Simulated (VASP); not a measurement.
## MnS: equation of state with LDA

MnS:

```
Mn S
1.0
     0.00000    2.37012    2.37012
     2.37012    0.00000    2.37012
     2.37012    2.37012    0.00000
Mn S
1 1
Cartesian
  0.0000 2.3701 2.3701
  2.3701 2.3701 2.3701
```

| Property | Result |
| --- | --- |
| Program | VASP 6.6.1 |
| Task | equation of state |
| Functional | LDA |
| Potentials or basis | VASP PAW LDA potentials, release 64 (Mn_pv, S) |
| Cutoff | 520 eV |
| k mesh | 8 × 8 × 8 |
| Occupations | fermi-dirac, width 0.05 eV |
| Spin | collinear spin, ferromagnetic start |
| Starting moments | [4.0, 0.0] μB |

* Equilibrium volume: 13.33 Å³/atom (rough: see the caveat)
* Bulk modulus: 85 GPa (rough)

Energy against volume, from the lowest point:
| volume (Å³/atom) | energy (meV/atom) |
| --- | --- |
| 12.782 | 7.45 |
| 13.048 | 1.59 |
| 13.314 | 0.00 |
| 13.580 | 0.96 |
| 13.847 | 4.14 |

All runs of the series together: 2.1 min on 1 thread of Intel(R) Xeon(R) Platinum 8488C (Sapphire Rapids), on a shared host.

Caveat: the fit is doubtful: noisy points or a state that changes with volume.
